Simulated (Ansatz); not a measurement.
# Cobalt, hcp under r²SCAN: how the k-point mesh moves the result

Aim: find which k-point mesh is enough for energy and pressure. The geometry was relaxed under r²SCAN beforehand and stays fixed; 8 values are run, from 2×2×2 to 21×21×12. Wanted are the values from which on the energy stays within 10 and 1 meV/atom, and the pressure within 0.5 GPa, of the last run. Within the series other settings stay, but some runs also write fields, which adds to their time. Spin polarisation is left out.

Computed with Ansatz 0.2.0 (DFT r²SCAN, plane waves with PAW, scalar-relativistic, unless a step says otherwise).

### 1 The system as given

The structure is hexagonal, space group P6_3/mmc (No. 194). The conventional cell has a = 2.427 Å, b = 2.427 Å, c = 3.913 Å, α = 90.00°, β = 90.00°, γ = 120.00°. Co (site symmetry -6m2) is surrounded by 12 Co at 2.41 to 2.43 Å.

As a file:

```cif
data_structure
_symmetry_space_group_name_H-M 'P 1'
_symmetry_Int_Tables_number 1
_cell_length_a 2.4271
_cell_length_b 2.4271
_cell_length_c 3.9126
_cell_angle_alpha 90.000
_cell_angle_beta 90.000
_cell_angle_gamma 120.000
_cell_volume 19.96
loop_
_atom_site_label
_atom_site_type_symbol
_atom_site_fract_x
_atom_site_fract_y
_atom_site_fract_z
_atom_site_occupancy
Co1 Co 0.33333 0.66667 0.25000 1
Co2 Co 0.66667 0.33333 0.75000 1
```

### 2 Run at 2×2×2

The run at 2×2×2.

The input, input.yaml:

```yaml
crystal:
  lattice:
    - [2.4271453599, 0.0, 0.0]
    - [-1.2135726799, 2.1019695403, 0.0]
    - [0.0, 0.0, 3.912646842]
  atoms:
    - { symbol: Co, position: [0.3333333333, 0.6666666667, 0.25] }
    - { symbol: Co, position: [0.6666666667, 0.3333333333, 0.75] }
hamiltonian:
  xc: r2scan
  pseudopotentials:
    kind: paw
    azcp:
      Co: "pseudopotentials/Co.paw.azcp"
basis:
  ecutwfc: 500
  fft_grid_basis: typed
kpoints:
  mp_grid: { grid: [2, 2, 2], shift: [0, 0, 0] }
magnetization:
  spin_polarized: false
scf:
  occupations: { method: fermi_dirac, width: 0.1 }
  lower_state_search: "off"
output:
  stress: true
```

Run with:

```sh
ansatz run input.yaml --threads 2 --pin off --max-ram 5120MiB --backend cpu --events-out ev --progress --plain --runs-dir out
```

Output, shortened:

```text
Warning: RAYON_NUM_THREADS=2 ignored (pool sized by the plan → 2); use --threads N
[...]
Pseudopotentials: kind: paw
Pseudopotential: Co, paw, valence charge 17, recommended cutoff 500 eV (meta_gga), <dir>
Functional definition: r2SCAN
[...]
Crystal: 2 atoms, lattice volume = 19.961 Å³
Basis set: ecut = 500 eV, 537 PW (Γ), exchange–correlation on 72×72×120 points (64 copies of the dense FFT grid, shifted against one another)
Bands: 21, of which v1, the nominal top of the filled ones, is band 17 counted from 1 (16 counted from 0)
Symmetry: 24 space group operations
Space group: P63/mmc (ITA 194), of the structure as read, at distance tolerance 2.7e-5 Å
k-points: 4 of 8
[...]
SCF iter   1: F=-10259.670770 eV  HF=-10260.050707 eV  |F-HF|=3.80e-1  |Δ(HF+E_count)|=         —  Δρ=1.09e-1  dr2=7.42e-1  dr2_τ=8.51e-2  ethr=1.77e-3  ⟨swp⟩=4.8  Hψ=344  notcnv=0
[...]
SCF iter   8: F=-10259.971535 eV  HF=-10259.971535 eV  |F-HF|=4.50e-8  |Δ(HF+E_count)|=   5.38e-7  Δρ=2.39e-5  dr2=5.65e-8  dr2_τ=1.30e-9  ethr=2.94e-10  ⟨swp⟩=4.2  Hψ=406  notcnv=0
[...]
SCF converged after 8 iterations
Free energy (F): -10259.971535 eV
[...]
E sigma→0 (E₀):  -10259.846733 eV
Entropy (-TS):   -0.249605 eV (-124.803 meV/atom)
Fermi energy:    20.658785 eV
[...]
--- Stress (GPa, compression-positive) ---
       14.908808      -0.000000       0.000000
        0.000000      14.908808       0.000000
        0.000000       0.000000      16.251180
  P = ⅓ Tr σ = 15.3563 GPa (153.563 kbar)
```

Wall time 0.69 s (2 threads of AMD EPYC 9R14 (Zen 4), shared host); peak memory 0.35 GiB.

### 3 Run at 4×4×2

The run at 4×4×2.

Changes to input.yaml since step 2:

```diff
@@ -18,3 +18,3 @@
 kpoints:
-  mp_grid: { grid: [2, 2, 2], shift: [0, 0, 0] }
+  mp_grid: { grid: [4, 4, 2], shift: [0, 0, 0] }
 magnetization:
@@ -26 +26,5 @@
   stress: true
+  write_density: true
+  write_potential: true
+  elf: true
+  volumetric_format: npy
```

Run with:

```sh
ansatz run input.yaml --threads 2 --pin off --max-ram 5120MiB --backend cpu --events-out ev --progress --plain --runs-dir out
```

Output, shortened:

```text
Warning: RAYON_NUM_THREADS=2 ignored (pool sized by the plan → 2); use --threads N
[...]
[... 3 set-up lines as earlier in the session ...]
[...]
Crystal: 2 atoms, lattice volume = 19.961 Å³
Basis set: ecut = 500 eV, 537 PW (Γ), exchange–correlation on 72×72×120 points (64 copies of the dense FFT grid, shifted against one another)
Bands: 21, of which v1, the nominal top of the filled ones, is band 17 counted from 1 (16 counted from 0)
[... 2 set-up lines as earlier in the session ...]
k-points: 8 of 32
[...]
SCF iter   1: F=-10262.269374 eV  HF=-10262.170780 eV  |F-HF|=9.86e-2  |Δ(HF+E_count)|=         —  Δρ=1.09e-2  dr2=6.65e-3  dr2_τ=5.42e-2  ethr=1.77e-3  ⟨swp⟩=4.6  Hψ=670  notcnv=0
[...]
SCF iter   8: F=-10262.273191 eV  HF=-10262.273191 eV  |F-HF|=3.02e-9  |Δ(HF+E_count)|=   5.95e-8  Δρ=6.18e-6  dr2=4.89e-9  dr2_τ=1.58e-10  ethr=2.94e-10  ⟨swp⟩=6.6  Hψ=1182  notcnv=0
[...]
SCF converged after 8 iterations
Free energy (F): -10262.273191 eV
[...]
E sigma→0 (E₀):  -10262.212634 eV
Entropy (-TS):   -0.121113 eV (-60.556 meV/atom)
Fermi energy:    20.524306 eV
[...]
--- Stress (GPa, compression-positive) ---
       -5.954232       0.000000       0.000000
        0.000000      -5.954232       0.000000
        0.000000       0.000000       3.963922
  P = ⅓ Tr σ = -2.6482 GPa (-26.482 kbar)
--- Band table (eV; the first three rows and the last of 8) ---
  k-point 0: bands = ["-78.2949", "-78.2106", "-40.3556", "-39.9063", "-39.9063", "-39.8824", "-39.8387", "-39.8387", "10.4777", "15.0683", "18.3387", "18.3813", "18.3813", "18.7818", "18.7818", "19.1827", "19.1827", "20.1361", "20.5505", "20.5505", "28.3338"]
[...]
```

Run time: 0.85 s. Hardware: 2 threads of AMD EPYC 9R14 (Zen 4), shared host; peak memory 0.36 GiB.

### 4 Run at 5×5×3

The run at 5×5×3.

Changes to input.yaml since step 3:

```diff
@@ -18,3 +18,3 @@
 kpoints:
-  mp_grid: { grid: [4, 4, 2], shift: [0, 0, 0] }
+  mp_grid: { grid: [5, 5, 3], shift: [0, 0, 0] }
 magnetization:
@@ -26,5 +26 @@
   stress: true
-  write_density: true
-  write_potential: true
-  elf: true
-  volumetric_format: npy
```

Run with:

```sh
ansatz run input.yaml --threads 2 --pin off --max-ram 5120MiB --backend cpu --events-out ev --progress --plain --runs-dir out
```

Output, shortened:

```text
Warning: RAYON_NUM_THREADS=2 ignored (pool sized by the plan → 2); use --threads N
[...]
[... 3 set-up lines as earlier in the session ...]
[...]
Crystal: 2 atoms, lattice volume = 19.961 Å³
Basis set: ecut = 500 eV, 537 PW (Γ), exchange–correlation on 72×72×120 points (64 copies of the dense FFT grid, shifted against one another)
Bands: 21, of which v1, the nominal top of the filled ones, is band 17 counted from 1 (16 counted from 0)
[... 2 set-up lines as earlier in the session ...]
k-points: 10 of 75
[...]
SCF iter   1: F=-10262.001227 eV  HF=-10261.924707 eV  |F-HF|=7.65e-2  |Δ(HF+E_count)|=         —  Δρ=1.44e-2  dr2=1.41e-2  dr2_τ=5.40e-2  ethr=1.77e-3  ⟨swp⟩=4.7  Hψ=831  notcnv=0
[...]
SCF iter   8: F=-10262.017971 eV  HF=-10262.017971 eV  |F-HF|=1.13e-8  |Δ(HF+E_count)|=   2.68e-7  Δρ=1.28e-5  dr2=2.30e-8  dr2_τ=1.92e-9  ethr=2.94e-10  ⟨swp⟩=3.8  Hψ=971  notcnv=0
[...]
SCF converged after 8 iterations
Free energy (F): -10262.017971 eV
[...]
E sigma→0 (E₀):  -10261.922282 eV
Entropy (-TS):   -0.191379 eV (-95.689 meV/atom)
Fermi energy:    20.358404 eV
[...]
--- Stress (GPa, compression-positive) ---
        1.442608       0.000000       0.000000
        0.000000       1.442608       0.000000
        0.000000       0.000000       0.626605
  P = ⅓ Tr σ = 1.1706 GPa (11.706 kbar)
```

Wall time 0.74 s (2 threads of AMD EPYC 9R14 (Zen 4), shared host); peak memory 0.35 GiB.

### 5 Run at 7×7×4

The run at 7×7×4.

Changes to input.yaml since step 4:

```diff
@@ -18,3 +18,3 @@
 kpoints:
-  mp_grid: { grid: [5, 5, 3], shift: [0, 0, 0] }
+  mp_grid: { grid: [7, 7, 4], shift: [0, 0, 0] }
 magnetization:
@@ -26 +26,5 @@
   stress: true
+  write_density: true
+  write_potential: true
+  elf: true
+  volumetric_format: npy
```

Run with:

```sh
ansatz run input.yaml --threads 2 --pin off --max-ram 5120MiB --backend cpu --events-out ev --progress --plain --runs-dir out
```

Output, shortened:

```text
Warning: RAYON_NUM_THREADS=2 ignored (pool sized by the plan → 2); use --threads N
[...]
[... 3 set-up lines as earlier in the session ...]
[...]
Crystal: 2 atoms, lattice volume = 19.961 Å³
Basis set: ecut = 500 eV, 537 PW (Γ), exchange–correlation on 72×72×120 points (64 copies of the dense FFT grid, shifted against one another)
Bands: 21, of which v1, the nominal top of the filled ones, is band 17 counted from 1 (16 counted from 0)
[... 2 set-up lines as earlier in the session ...]
k-points: 24 of 196
[...]
SCF iter   1: F=-10262.152042 eV  HF=-10262.056354 eV  |F-HF|=9.57e-2  |Δ(HF+E_count)|=         —  Δρ=8.53e-3  dr2=3.08e-3  dr2_τ=5.39e-2  ethr=1.77e-3  ⟨swp⟩=4.7  Hψ=1984  notcnv=0
[...]
SCF iter   7: F=-10262.156296 eV  HF=-10262.156296 eV  |F-HF|=1.86e-8  |Δ(HF+E_count)|=   8.25e-9  Δρ=1.41e-5  dr2=2.68e-8  dr2_τ=1.12e-9  ethr=2.94e-10  ⟨swp⟩=9.3  Hψ=3775  notcnv=0
[...]
SCF converged after 7 iterations
Free energy (F): -10262.156296 eV
[...]
E sigma→0 (E₀):  -10262.087136 eV
Entropy (-TS):   -0.138321 eV (-69.160 meV/atom)
Fermi energy:    20.411316 eV
[...]
--- Stress (GPa, compression-positive) ---
       -2.088158       0.000000       0.000000
        0.000000      -2.088158       0.000000
        0.000000       0.000000       1.727635
  P = ⅓ Tr σ = -0.8162 GPa (-8.162 kbar)
--- Band table (eV; the first three rows and the last of 24) ---
  k-point 0: bands = ["-78.3220", "-78.2379", "-40.3417", "-39.9520", "-39.9520", "-39.8845", "-39.8845", "-39.8684", "10.4718", "15.0740", "18.3439", "18.3439", "18.3597", "18.7426", "18.7426", "19.1612", "19.1612", "20.1524", "20.5273", "20.5273", "28.3196"]
[...]
```

Wall time 1.1 s (2 threads of AMD EPYC 9R14 (Zen 4), shared host); peak memory 0.37 GiB.

### 6 Run at 9×9×5

The run at 9×9×5.

Changes to input.yaml since step 5:

```diff
@@ -18,3 +18,3 @@
 kpoints:
-  mp_grid: { grid: [7, 7, 4], shift: [0, 0, 0] }
+  mp_grid: { grid: [9, 9, 5], shift: [0, 0, 0] }
 magnetization:
```

Run with:

```sh
ansatz run input.yaml --threads 2 --pin off --max-ram 5120MiB --backend cpu --events-out ev --progress --plain --runs-dir out
```

Output, shortened:

```text
Warning: RAYON_NUM_THREADS=2 ignored (pool sized by the plan → 2); use --threads N
[...]
[... 3 set-up lines as earlier in the session ...]
[...]
Crystal: 2 atoms, lattice volume = 19.961 Å³
Basis set: ecut = 500 eV, 537 PW (Γ), exchange–correlation on 72×72×120 points (64 copies of the dense FFT grid, shifted against one another)
Bands: 21, of which v1, the nominal top of the filled ones, is band 17 counted from 1 (16 counted from 0)
[... 2 set-up lines as earlier in the session ...]
k-points: 36 of 405
[...]
SCF iter   1: F=-10262.115543 eV  HF=-10262.017460 eV  |F-HF|=9.81e-2  |Δ(HF+E_count)|=         —  Δρ=9.11e-3  dr2=5.12e-3  dr2_τ=5.36e-2  ethr=1.77e-3  ⟨swp⟩=4.5  Hψ=2963  notcnv=0
[...]
SCF iter  10: F=-10262.118799 eV  HF=-10262.118799 eV  |F-HF|=1.31e-9  |Δ(HF+E_count)|=   1.71e-8  Δρ=3.97e-6  dr2=2.02e-9  dr2_τ=8.48e-11  ethr=2.94e-10  ⟨swp⟩=7.8  Hψ=4883  notcnv=0
[...]
SCF converged after 10 iterations
Free energy (F): -10262.118799 eV
[...]
E sigma→0 (E₀):  -10262.034167 eV
Entropy (-TS):   -0.169266 eV (-84.633 meV/atom)
Fermi energy:    20.423380 eV
[...]
--- Stress (GPa, compression-positive) ---
       -0.059108       0.000000       0.000000
        0.000000      -0.059108       0.000000
        0.000000       0.000000       0.515690
  P = ⅓ Tr σ = 0.1325 GPa (1.325 kbar)
--- Band table (eV; the first three rows and the last of 36) ---
  k-point 0: bands = ["-78.2964", "-78.2121", "-40.3407", "-39.9165", "-39.9165", "-39.8673", "-39.8489", "-39.8489", "10.4752", "15.0772", "18.3601", "18.3748", "18.3748", "18.7746", "18.7746", "19.1767", "19.1767", "20.1465", "20.5446", "20.5446", "28.3304"]
[...]
```

Run time: 1.5 s. Hardware: 2 threads of AMD EPYC 9R14 (Zen 4), shared host; peak memory 0.38 GiB.

### 7 Run at 12×12×7

The run at 12×12×7.

Changes to input.yaml since step 6:

```diff
@@ -18,3 +18,3 @@
 kpoints:
-  mp_grid: { grid: [9, 9, 5], shift: [0, 0, 0] }
+  mp_grid: { grid: [12, 12, 7], shift: [0, 0, 0] }
 magnetization:
@@ -26,5 +26 @@
   stress: true
-  write_density: true
-  write_potential: true
-  elf: true
-  volumetric_format: npy
```

Run with:

```sh
ansatz run input.yaml --threads 2 --pin off --max-ram 5120MiB --backend cpu --events-out ev --progress --plain --runs-dir out
```

Output, shortened:

```text
Warning: RAYON_NUM_THREADS=2 ignored (pool sized by the plan → 2); use --threads N
[...]
[... 3 set-up lines as earlier in the session ...]
[...]
Crystal: 2 atoms, lattice volume = 19.961 Å³
Basis set: ecut = 500 eV, 537 PW (Γ), exchange–correlation on 72×72×120 points (64 copies of the dense FFT grid, shifted against one another)
Bands: 21, of which v1, the nominal top of the filled ones, is band 17 counted from 1 (16 counted from 0)
[... 2 set-up lines as earlier in the session ...]
k-points: 76 of 1008
[...]
SCF iter   1: F=-10262.123432 eV  HF=-10262.025869 eV  |F-HF|=9.76e-2  |Δ(HF+E_count)|=         —  Δρ=8.03e-3  dr2=3.44e-3  dr2_τ=5.37e-2  ethr=1.77e-3  ⟨swp⟩=4.7  Hψ=6246  notcnv=0
[...]
SCF iter   9: F=-10262.126844 eV  HF=-10262.126844 eV  |F-HF|=1.46e-8  |Δ(HF+E_count)|=   4.59e-8  Δρ=1.33e-5  dr2=2.12e-8  dr2_τ=2.70e-10  ethr=2.94e-10  ⟨swp⟩=3.0  Hψ=6329  notcnv=0
[...]
SCF converged after 9 iterations
Free energy (F): -10262.126844 eV
[...]
E sigma→0 (E₀):  -10262.044774 eV
Entropy (-TS):   -0.164141 eV (-82.071 meV/atom)
Fermi energy:    20.420440 eV
[...]
--- Stress (GPa, compression-positive) ---
       -0.099476       0.000000       0.000000
        0.000000      -0.099476       0.000000
        0.000000       0.000000       0.016611
  P = ⅓ Tr σ = -0.0608 GPa (-0.608 kbar)
```

Wall time 1.8 s (2 threads of AMD EPYC 9R14 (Zen 4), shared host); peak memory 0.41 GiB.

### 8 Run at 16×16×9

The run at 16×16×9.

Changes to input.yaml since step 7:

```diff
@@ -18,3 +18,3 @@
 kpoints:
-  mp_grid: { grid: [12, 12, 7], shift: [0, 0, 0] }
+  mp_grid: { grid: [16, 16, 9], shift: [0, 0, 0] }
 magnetization:
@@ -26 +26,5 @@
   stress: true
+  write_density: true
+  write_potential: true
+  elf: true
+  volumetric_format: npy
```

Run with:

```sh
ansatz run input.yaml --threads 2 --pin off --max-ram 5120MiB --backend cpu --events-out ev --progress --plain --runs-dir out
```

Output, shortened:

```text
Warning: RAYON_NUM_THREADS=2 ignored (pool sized by the plan → 2); use --threads N
[...]
[... 3 set-up lines as earlier in the session ...]
[...]
Crystal: 2 atoms, lattice volume = 19.961 Å³
Basis set: ecut = 500 eV, 537 PW (Γ), exchange–correlation on 72×72×120 points (64 copies of the dense FFT grid, shifted against one another)
Bands: 21, of which v1, the nominal top of the filled ones, is band 17 counted from 1 (16 counted from 0)
[... 2 set-up lines as earlier in the session ...]
k-points: 150 of 2304
[...]
SCF iter   1: F=-10262.124221 eV  HF=-10262.026476 eV  |F-HF|=9.77e-2  |Δ(HF+E_count)|=         —  Δρ=8.35e-3  dr2=3.98e-3  dr2_τ=5.37e-2  ethr=1.77e-3  ⟨swp⟩=4.6  Hψ=12302  notcnv=0
[...]
SCF iter   9: F=-10262.127516 eV  HF=-10262.127516 eV  |F-HF|=5.79e-8  |Δ(HF+E_count)|=   1.73e-8  Δρ=2.65e-5  dr2=8.29e-8  dr2_τ=1.49e-9  ethr=2.94e-10  ⟨swp⟩=6.7  Hψ=20071  notcnv=0
[...]
SCF converged after 9 iterations
Free energy (F): -10262.127516 eV
[...]
E sigma→0 (E₀):  -10262.044922 eV
Entropy (-TS):   -0.165187 eV (-82.593 meV/atom)
Fermi energy:    20.427956 eV
[...]
--- Stress (GPa, compression-positive) ---
       -0.070785       0.000000       0.000000
        0.000000      -0.070785       0.000000
        0.000000       0.000000       0.008676
  P = ⅓ Tr σ = -0.0443 GPa (-0.443 kbar)
--- Band table (eV; the first three rows and the last of 150) ---
  k-point 0: bands = ["-78.3039", "-78.2197", "-40.3449", "-39.9249", "-39.9249", "-39.8715", "-39.8574", "-39.8574", "10.4741", "15.0750", "18.3577", "18.3682", "18.3682", "18.7678", "18.7678", "19.1710", "19.1710", "20.1473", "20.5383", "20.5383", "28.3268"]
[...]
```

Run time: 3.6 s. Hardware: 2 threads of AMD EPYC 9R14 (Zen 4), shared host; peak memory 0.45 GiB.

### 9 Run at 21×21×12

The run at 21×21×12.

Changes to input.yaml since step 8:

```diff
@@ -18,3 +18,3 @@
 kpoints:
-  mp_grid: { grid: [16, 16, 9], shift: [0, 0, 0] }
+  mp_grid: { grid: [21, 21, 12], shift: [0, 0, 0] }
 magnetization:
```

Run with:

```sh
ansatz run input.yaml --threads 2 --pin off --max-ram 5120MiB --backend cpu --events-out ev --progress --plain --runs-dir out
```

Output, shortened:

```text
Warning: RAYON_NUM_THREADS=2 ignored (pool sized by the plan → 2); use --threads N
[...]
[... 3 set-up lines as earlier in the session ...]
[...]
Crystal: 2 atoms, lattice volume = 19.961 Å³
Basis set: ecut = 500 eV, 537 PW (Γ), exchange–correlation on 72×72×120 points (64 copies of the dense FFT grid, shifted against one another)
Bands: 21, of which v1, the nominal top of the filled ones, is band 17 counted from 1 (16 counted from 0)
[... 2 set-up lines as earlier in the session ...]
k-points: 336 of 5292
[...]
SCF iter   1: F=-10262.123895 eV  HF=-10262.026237 eV  |F-HF|=9.77e-2  |Δ(HF+E_count)|=         —  Δρ=8.20e-3  dr2=3.74e-3  dr2_τ=5.37e-2  ethr=1.77e-3  ⟨swp⟩=4.6  Hψ=27518  notcnv=0
[...]
SCF iter   9: F=-10262.127218 eV  HF=-10262.127218 eV  |F-HF|=2.36e-8  |Δ(HF+E_count)|=   6.16e-8  Δρ=1.68e-5  dr2=3.43e-8  dr2_τ=3.87e-10  ethr=2.94e-10  ⟨swp⟩=6.5  Hψ=49777  notcnv=0
[...]
SCF converged after 9 iterations
Free energy (F): -10262.127218 eV
[...]
E sigma→0 (E₀):  -10262.044440 eV
Entropy (-TS):   -0.165556 eV (-82.778 meV/atom)
Fermi energy:    20.424614 eV
[...]
--- Stress (GPa, compression-positive) ---
       -0.042472       0.000000       0.000000
        0.000000      -0.042472       0.000000
        0.000000       0.000000      -0.034570
  P = ⅓ Tr σ = -0.0398 GPa (-0.398 kbar)
--- Band table (eV; the first three rows and the last of 336) ---
  k-point 0: bands = ["-78.3061", "-78.2219", "-40.3474", "-39.9268", "-39.9268", "-39.8741", "-39.8592", "-39.8592", "10.4738", "15.0736", "18.3555", "18.3668", "18.3668", "18.7664", "18.7664", "19.1694", "19.1694", "20.1468", "20.5366", "20.5366", "28.3255"]
[...]
```

Wall time 7.8 s (2 threads of AMD EPYC 9R14 (Zen 4), shared host); peak memory 0.52 GiB.

### 10 The series

Energies count from the run at 21×21×12.

| k-mesh | k-points | E(σ → 0) (meV/atom) | P (GPa) | SCF cycles | CPU time |
| --- | --- | --- | --- | --- | --- |
| 2×2×2 | 4 | 1098.85 | 15.36 | 8 | 0.97 s |
| 4×4×2 | 8 | -84.10 | -2.65 | 8 | 1.2 s |
| 5×5×3 | 10 | 61.08 | 1.17 | 8 | 1.1 s |
| 7×7×4 | 24 | -21.35 | -0.82 | 7 | 1.6 s |
| 9×9×5 | 36 | 5.14 | 0.13 | 10 | 2.5 s |
| 12×12×7 | 76 | -0.17 | -0.06 | 9 | 3.1 s |
| 16×16×9 | 150 | -0.24 | -0.04 | 9 | 6.6 s |
| 21×21×12 | 336 | 0.00 | -0.04 | 9 | 15 s |

### 11 Outcome

| quantity | value |
| --- | --- |
| E(σ → 0) stays within 10 meV/atom of 21×21×12 | from 9×9×5 on |
| E(σ → 0) stays within 1 meV/atom | from 12×12×7 on |
| pressure stays within 0.5 GPa | from 9×9×5 on |
| pressure at 21×21×12 | -0.04 GPa |
| CPU time, dearest over cheapest | 15 |
| energy of a separate run on a finer mesh (24×24×13) | +0.1 meV/atom from 21×21×12 |

**Reading.** At 2×2×2 the energy differs by +1099 meV/atom and the pressure by +15.4 GPa. Convergence in k is not monotonic; the energy swings about its limit. 1 meV/atom needs 12×12×7. Metals converge slowly, as the Fermi surface must be resolved. A run on a finer mesh agrees with the yardstick to 1 meV/atom. The cell taken over is 10 % smaller than the measured one (11.07 Å³/atom, COD), which weighs on all values here.

Real Co is ferromagnetic; without spin these runs don't describe its ground state.
